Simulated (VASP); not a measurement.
Set up this calculation in VASP 6.6.1, as the native input.

| Quantity | Value |
| --- | --- |
| Task | band structure |
| Functional | PBE |
| Dispersion | D3(BJ) |
| Potentials or basis | VASP PAW PBE potentials, release 64 (P) |
| Cutoff | 520 eV |
| k mesh | 10 × 8 × 1 |
| Occupations | gaussian, width 0.03 eV |
| Spin | no spin polarisation |
| Dipole correction | yes |
| Further INCAR settings | ALGO = Normal; EDIFF = 1e-07; NBANDS = 30 |

The structure of P lies in POSCAR:

```
P                                       
1.0
    3.3024505770      0.0000000000      0.0000000000
    0.0000000000      4.3280911477      0.0000000000
    0.0000000000      0.0000000000     25.3727681600
  P             
     8
Direct
     1.0000000000000000    0.5790209307519741    0.3574607572485388
     0.5000000000000000    0.9209790692480259    0.3574607572485388
     0.5000000000000000    0.0783740101432068    0.4416788812404545
     1.0000000000000000    0.4216259898567932    0.4416788812404545
     0.5000000000000000    0.5783740101432069    0.5583211187595455
     1.0000000000000000    0.9216259898567931    0.5583211187595455
     1.0000000000000000    0.0790209307519742    0.6425392427514612
     0.5000000000000000    0.4209790692480258    0.6425392427514612
```

The slab is cut from a database's or a generator's crystal, which needn't be the stable form of the element.

One way to write it, as run:

INCAR

```
SYSTEM = P
  PREC = Accurate
  ENCUT = 520
  EDIFF = 1E-7
  ISMEAR = 0
  SIGMA = 0.03
  LREAL = .False.
  LASPH = .True.
  NELM = 80
  ALGO = Normal
  ISIF = 2
  LWAVE = .False.
  LCHARG = .False.
  LDIPOL = .True.
  IDIPOL = 3
  DIPOL = 0.5 0.5 0.500
  GGA = PE
  IVDW = 12
  NBANDS = 30
  LVHAR = .True.
  LVACPOTAV = .True.
  KPAR = 4
```

KPOINTS

```
regular mesh
0
Gamma
  10 8 1
  0 0 0
```

KPOINTS_OPT

```
explicit points
76
Reciprocal
 0.0000000000  0.0000000000  0.0000000000 1
 0.0714285700  0.0000000000  0.0000000000 1
 0.1428571400  0.0000000000  0.0000000000 1
 0.2142857100  0.0000000000  0.0000000000 1
 0.2857142900  0.0000000000  0.0000000000 1
 0.3571428600  0.0000000000  0.0000000000 1
 0.4285714300  0.0000000000  0.0000000000 1
 0.5000000000  0.0000000000  0.0000000000 1
 0.5000000000  0.0833333300  0.0000000000 1
 0.5000000000  0.1666666700  0.0000000000 1
 0.5000000000  0.2500000000  0.0000000000 1
 0.5000000000  0.3333333300  0.0000000000 1
 0.5000000000  0.4166666700  0.0000000000 1
 0.5000000000  0.5000000000  0.0000000000 1
 0.4375000000  0.5000000000  0.0000000000 1
 0.3750000000  0.5000000000  0.0000000000 1
 0.3125000000  0.5000000000  0.0000000000 1
 0.2500000000  0.5000000000  0.0000000000 1
 0.1875000000  0.5000000000  0.0000000000 1
 0.1250000000  0.5000000000  0.0000000000 1
 0.0625000000  0.5000000000  0.0000000000 1
 0.0000000000  0.5000000000  0.0000000000 1
 0.0000000000  0.4166666700  0.0000000000 1
 0.0000000000  0.3333333300  0.0000000000 1
 0.0000000000  0.2500000000  0.0000000000 1
 0.0000000000  0.1666666700  0.0000000000 1
 0.0000000000  0.0833333300  0.0000000000 1
 0.0000000000  0.0000000000  0.0000000000 1
 0.0416666700  0.0416666700  0.0000000000 1
 0.0833333300  0.0833333300  0.0000000000 1
 0.1250000000  0.1250000000  0.0000000000 1
 0.1666666700  0.1666666700  0.0000000000 1
 0.2083333300  0.2083333300  0.0000000000 1
 0.2500000000  0.2500000000  0.0000000000 1
 0.2916666700  0.2916666700  0.0000000000 1
 0.3333333300  0.3333333300  0.0000000000 1
 0.3750000000  0.3750000000  0.0000000000 1
 0.4166666700  0.4166666700  0.0000000000 1
 0.4583333300  0.4583333300  0.0000000000 1
 0.5000000000  0.5000000000  0.0000000000 1
 0.0000000000  0.0000000000  0.0000000000 1
 0.0063338600  0.0000000000  0.0000000000 1
-0.0063338600  0.0000000000  0.0000000000 1
 0.0184737500  0.0000000000  0.0000000000 1
-0.0184737500  0.0000000000  0.0000000000 1
 0.0000000000  0.0083638500  0.0000000000 1
 0.0000000000 -0.0083638500  0.0000000000 1
 0.0000000000  0.0243945500  0.0000000000 1
 0.0000000000 -0.0243945500  0.0000000000 1
 0.5000000000  0.0000000000  0.0000000000 1
 0.5063338600  0.0000000000  0.0000000000 1
 0.4936661400  0.0000000000  0.0000000000 1
 0.5184737500  0.0000000000  0.0000000000 1
 0.4815262500  0.0000000000  0.0000000000 1
 0.5000000000  0.0083638500  0.0000000000 1
 0.5000000000 -0.0083638500  0.0000000000 1
 0.5000000000  0.0243945500  0.0000000000 1
 0.5000000000 -0.0243945500  0.0000000000 1
 0.5000000000  0.5000000000  0.0000000000 1
 0.5063338600  0.5000000000  0.0000000000 1
 0.4936661400  0.5000000000  0.0000000000 1
 0.5184737500  0.5000000000  0.0000000000 1
 0.4815262500  0.5000000000  0.0000000000 1
 0.5000000000  0.5083638500  0.0000000000 1
 0.5000000000  0.4916361500  0.0000000000 1
 0.5000000000  0.5243945500  0.0000000000 1
 0.5000000000  0.4756054500  0.0000000000 1
 0.0000000000  0.5000000000  0.0000000000 1
 0.0063338600  0.5000000000  0.0000000000 1
-0.0063338600  0.5000000000  0.0000000000 1
 0.0184737500  0.5000000000  0.0000000000 1
-0.0184737500  0.5000000000  0.0000000000 1
 0.0000000000  0.5083638500  0.0000000000 1
 0.0000000000  0.4916361500  0.0000000000 1
 0.0000000000  0.5243945500  0.0000000000 1
 0.0000000000  0.4756054500  0.0000000000 1
```

Potentials or basis: VASP PAW PBE potentials, release 64 (P).

Launch:

```console
$ cat potpaw_PBE.64/P/POTCAR > POTCAR
$ mpirun -np 4 vasp_std > vasp.out
```

Results of the run:

The band gap on the k mesh is 0.14 eV, direct and the band gap along the path is 0.14 eV, direct. The dispersion energy per atom is -0.316 eV. The ionisation potential of the upper face is 4.41 eV.

Wall time 3.4 min on 4 MPI ranks on Intel(R) Xeon(R) Platinum 8488C (Sapphire Rapids), with other jobs on the host, peak memory 0.57 GiB a rank.
